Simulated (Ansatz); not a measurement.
Structure relaxation of Bi3Te2

Theory: Ansatz, DFT PBE, scalar-relativistic, plane waves, PAW.

The start puts Bi3Te2 on the anti-A-type sesquioxide structure type (P-3m1, No. 164), with Te in place of La, Bi in place of O, at a guessed volume.

The final relaxation ran on this input, with the default PAW datasets:

```yaml
crystal:
  lattice:
    - [5.6786076908, 0.0, 0.0]
    - [-2.8393038454, 4.9178185183, 0.0]
    - [0.0, 0.0, 6.4744560253]
  atoms:
    - { symbol: Bi, position: [0.0, 0.0, 0.0] }
    - { symbol: Bi, position: [0.3333333333, 0.6666666667, 0.759651875] }
    - { symbol: Bi, position: [0.6666666667, 0.3333333333, 0.240348125] }
    - { symbol: Te, position: [0.3333333333, 0.6666666667, 0.2320324458] }
    - { symbol: Te, position: [0.6666666667, 0.3333333333, 0.7679675542] }
basis:
  ecutwfc: 420
kpoints:
  mp_grid: { grid: [12, 12, 6] }
hamiltonian:
  xc: pbe
scf:
  occupations: { method: gaussian, width: 0.1 }
output:
  forces: true
  stress: true
  eigenvalues: true
relax:
  adjacent_minimum: "off"
  f_tol: 0.01
  max_steps: 80
  cell: { stress_tol: 0.05 }
```

Launched as:

```bash
ansatz run input.yaml --threads 1 --pin off --max-ram 2560MiB --backend cpu --events-out ev --progress --plain --runs-dir out
```

Time: 3.9 min on 1 thread of Intel(R) Xeon(R) 6975P-C (Granite Rapids), on a shared host, peak memory 0.87 GiB.

The program printed at the end:

```
SCF converged after 6 iterations
Free energy (F): -51149.063036 eV
Harris-Foulkes:  -51149.063036 eV  (|F-HF|=4.37e-11)
Internal energy: -51149.046373 eV  (E = F + TS)
E sigma→0 (E₀):  -51149.054704 eV
Entropy (-TS):   -0.016663 eV (-3.333 meV/atom)
Fermi energy:    9.253442 eV
--- Per-component energies (eV) ---
  E_band       = -871.622902
  E_kinetic    = 1264.013620
  E_local      = -7407.104489  (includes V_loc(G=0)·N_el)
  E_nonlocal   = 1059.831718
  E_hartree    = 3234.006390
  E_xc         = -701.642662
  E_vxc        = -639.613372  (∫ρ·V_xc dr)
  E_paw        = -41312.835671  (= ΣΔE_a)
  E_vpaw       = -1616.761592  (= ΣTr[D̂ρ^β])
  E_aug_tail   = -0.001650  (compensation charges beyond the density's cutoff)
  E_ewald      = -7285.313629
  E_smearing   = -0.016663  (= −TS)
  E_closure    = 0.000000  (closes the sum)
  Σ components = -51149.063036   (vs F -51149.063036, Δ=0.00e0)
--- Forces (eV/Å), atoms counted from 1 ---
  atom   1  Bi     0.00000000     0.00000000     0.00000000
  atom   2  Bi     0.00000000     0.00000000     0.00181900
  atom   3  Bi     0.00000000     0.00000000    -0.00181900
  atom   4  Te     0.00000000     0.00000000     0.00027446
  atom   5  Te     0.00000000     0.00000000    -0.00027446
  max |Σ_I F_I| component: 7.40e-17 eV/Å
--- Stress (GPa, compression-positive) ---
       -0.003304       0.000000       0.000000
        0.000000      -0.003304       0.000000
        0.000000       0.000000       0.009859
  P = ⅓ Tr σ = 0.0011 GPa (0.011 kbar)
--- Relaxed structure (9 steps of the walk, 9 accepted, 1 SCFs on fresh bases) ---
  F+E_penalty+E_count = -51149.06303576 eV   max|allowed force component| = 1.819e-3 eV/Å   (the final SCF, on the basis selected at the relaxed cell)
  cell:  # Å, volume = 176.4954 Å³
    - [5.525677, 0.000000, 0.000000]
    - [-2.762838, 4.785376, 0.000000]
    - [0.000000, 0.000000, 6.674701]
  atoms:
    - { symbol: Bi, position: [0.000000, 0.000000, 0.000000] }
    - { symbol: Bi, position: [0.333333, 0.666667, 0.775954] }
    - { symbol: Bi, position: [0.666667, 0.333333, 0.224046] }
    - { symbol: Te, position: [0.333333, 0.666667, 0.305091] }
    - { symbol: Te, position: [0.666667, 0.333333, 0.694909] }
```

Total energies depend on the potentials used, so only differences within one code and one set of settings carry meaning.

The result has space group P-3m1 (No. 164). Bi on Wyckoff site a (1 atom of the primitive cell) has 6 Bi at 3.52 Å and 6 Te at 3.78 Å; Bi on Wyckoff site d (2 atoms of the primitive cell) is coordinated by 4 Te at 3.14–3.24 Å, 3 Bi at 3.52 Å and 1 Te at 3.53 Å; Te has 4 Bi at 3.14–3.24 Å, 1 Bi at 3.53 Å, 3 Bi at 3.78 Å and 3 Te at 4.12 Å.

Against the elements it lies at 0.10 eV/atom. Energies over the elements count from the elements' standard structures at the same level, with no empirical corrections.

For metals, differences of a few meV/atom aren't resolved. Spin–orbit coupling is left out.

A structure relaxed within its symmetry needn't be a true minimum.